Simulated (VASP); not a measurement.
The system is GaN.

```
Ga N
1.0
     0.00000    2.25000    2.25000
     2.25000    0.00000    2.25000
     2.25000    2.25000    0.00000
Ga N
1 1
Direct
  0.00000 0.00000 0.00000
  0.25000 0.25000 0.25000
```

The cell was built by a generator and needn't be a form met in nature.

Base run:

| Item | Value |
| --- | --- |
| Program | VASP 6.6.1 |
| Functional | TB-mBJ |
| Potentials or basis | VASP PAW PBE potentials, release 64 (Ga_d, N) |
| Cutoff | 520 eV |
| k mesh | 8 × 8 × 8 |
| Occupations | fermi-dirac, width 0.05 eV |
| Spin | no spin polarisation |

Its results: band gap on the k mesh 2.89 eV, direct.

The run is repeated on the same cell with these changes: functional from TB-mBJ to r2SCAN. What comes out?

Band gap on the k mesh 2.15 eV, direct.

